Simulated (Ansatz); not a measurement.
**How far is PAW off for CuI?**

```
Cu I
1.0
     0.00000    3.03952    3.03952
     3.03952    0.00000    3.03952
     3.03952    3.03952    0.00000
Cu I
1 1
Direct
  0.00000 0.00000 0.00000
  0.25000 0.25000 0.25000
```

Atoms are numbered in the order listed.

The conventional cell has a = 6.079 Å, b = 6.079 Å, c = 6.079 Å, α = 90.00°, β = 90.00°, γ = 90.00°. Cu (atom 1) is surrounded by 4 I at 2.63 Å. I (atom 2) is surrounded by 4 Cu at 2.63 Å.

The structure comes from a relaxation in the same program, started in the zincblende type, and has space group F-43m. Whether it is a known phase or the ground state wasn't checked.

No spin–orbit coupling, which matters for the heavy atoms here.

All numbers are computed: DFT, PBE, PAW with Ansatz's default frozen-core files, scalar-relativistic (Ansatz 0.2.0); DFT, PBE, all-electron PAW with datasets made for the crystal, scalar-relativistic (Ansatz 0.2.0); DFT, PBE, all-electron LAPW, scalar-relativistic (Ansatz 0.2.0).

For PAW: a Γ-centred 12×12×12 k mesh, Fermi–Dirac smearing of 0.05 eV, cutoff 420 eV, no spin polarisation. The crystal-made all-electron datasets (AE datasets) take a cutoff of 220 eV at this cell. LAPW targets a basis error of 1 meV/atom. The Ansatz runs share mesh, smearing and spin set-up. Plane-wave (PAW) pressures include the program's estimate of the Pulay term.

Stress and pressure are positive in compression.

Levels count from the top of the valence band.

| quantity | PAW | AE datasets | LAPW |
| --- | --- | --- | --- |
| pressure (GPa) | 0.00 | 0.00 | 0.01 |
| band gap (eV) | 1.101 | 1.101 | 1.101 |
| highest filled level at K (eV) | -1.222 | -1.221 | -1.221 |
| lowest empty level at K (eV) | 3.097 | 3.097 | 3.096 |
| highest filled level at L (eV) | -0.696 | -0.696 | -0.696 |
| lowest empty level at L (eV) | 2.134 | 2.135 | 2.135 |
| highest filled level at Γ (eV) | 0.000 | 0.000 | 0.000 |
| lowest empty level at Γ (eV) | 1.101 | 1.101 | 1.101 |

PAW's pressure differs from the LAPW value by about 0.01 GPa or less. Datasets made for the crystal and LAPW share parts of one code, so their agreement isn't an independent check.
